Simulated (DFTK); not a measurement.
**Sn in DFTK: convergence with tol**

The system is Sn.

```xyz
2
Lattice="4.4550 0.0000 0.0000 -3.3067 2.9854 0.0000 -0.5741 -1.4927 4.1580" Properties=species:S:1:pos:R:3 pbc="T T T"
Sn    0.0000    0.0000    0.0000
Sn    2.2275    0.0000    2.0790
```

```yaml
Program: DFTK 0.8.2
Task: convergence study
Functional: r2SCAN
Potentials_or_basis: cp2k.nc.sr.pbe.v0_1.semicore.gth (PBE, GTH)
Cutoff: 707 eV
k_mesh: 4 × 4 × 4
Occupations: gaussian, width 0.05 eV
Spin: no spin polarisation
```

These are the settings of the first run; the series varies tol, with any setting tied to it.

Hardware: 1 thread of Intel(R) Xeon(R) Platinum 8488C (Sapphire Rapids), with other jobs on the host.

Q: The values tried are 0.1, 0.01, 0.001, 0.0001, 1e-05, 1e-06, 1e-08, loosest first. From which on does the energy stay within 1 meV/atom of the tightest run that finished?

A: From 0.01 on.

```
   tol  energy less the tightest run, at zero smearing (meV/atom)  pressure (GPa)  SCF cycles
   0.1                                                       8.10            0.54           2
  0.01                                                       0.84            2.37           3
 0.001                                                       0.00            1.88           5
0.0001                                                       0.00            1.87           6
 1e-05                                                       0.00            1.87           8
 1e-06                                                       0.00            1.87           9
 1e-08                                                       0.00            1.87          12
```

Against the tightest run, the pressure stays within 0.1 GPa from 0.001 on. The tightest run that finished is the yardstick and may itself not be fully converged.

Caveat, for the tightest run too: the k mesh is coarse (spacing up to 0.56 Å⁻¹), so the values aren't converged; GTH potentials come without recommended cutoffs, and this one wasn't checked for convergence; the potentials were made for another functional, which shifts forces and pressure.
